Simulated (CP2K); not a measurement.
Ta under changes of volume

One of the cells (18.819 Å³/atom); the others are scaled copies at fixed shape and fractional positions:

```
Ta
1.0
     2.90037    0.00000    0.00000
    -1.45019    2.51180    0.00000
     0.00000    0.00000    5.16627
Ta
2
Direct
  0.33333 0.66667 0.25000
  0.66667 0.33333 0.75000
```

This isn't the form of Ta at room conditions, which is bcc.

```yaml
Program: CP2K 2026.2
Functional: PBE
Potentials_or_basis: POTENTIAL_UZH Ta GTH-PBE-q13; TZVP-MOLOPT-PBE-GTH basis
Density_cutoff: 6123 eV
k_mesh: 11 × 11 × 5
Occupations: fermi-dirac, width 0.05 eV
Spin: no spin polarisation
```

| volume (Å³/atom) | energy over the lowest point (meV/atom) | pressure (GPa) |
| --- | --- | --- |
| 17.689 | ? | ? |
| 18.066 | 9.14 | 6.1 |
| 18.442 | 0.00 | 1.9 |
| 18.819 | 0.36 | -2.0 |
| 19.195 | 9.32 | -5.4 |
| 19.571 | 26.08 | -8.6 |
| 19.948 | 49.89 | -11.5 |

What does the run at 17.689 Å³/atom give?

Energy over the lowest point 28.75 meV/atom; pressure 10.8 GPa.

Worked out: A Birch-Murnaghan fit of order 3 (a polynomial in V^(-2/3)) to the other rows has its minimum at 18.61 Å³/atom with B0 = V·E''(V) = 191 GPa and B' = 4.0 at fixed shape and positions, which overstates the stiffness. It gives 28.89 meV/atom at 17.689 Å³/atom, against the run's 28.75, and -dE/dV = 10.8 GPa, against 10.8.

Energies are extrapolated to zero smearing.

Caveats: the basis of atomic orbitals isn't converged, which shifts pressures, moduli and gaps.
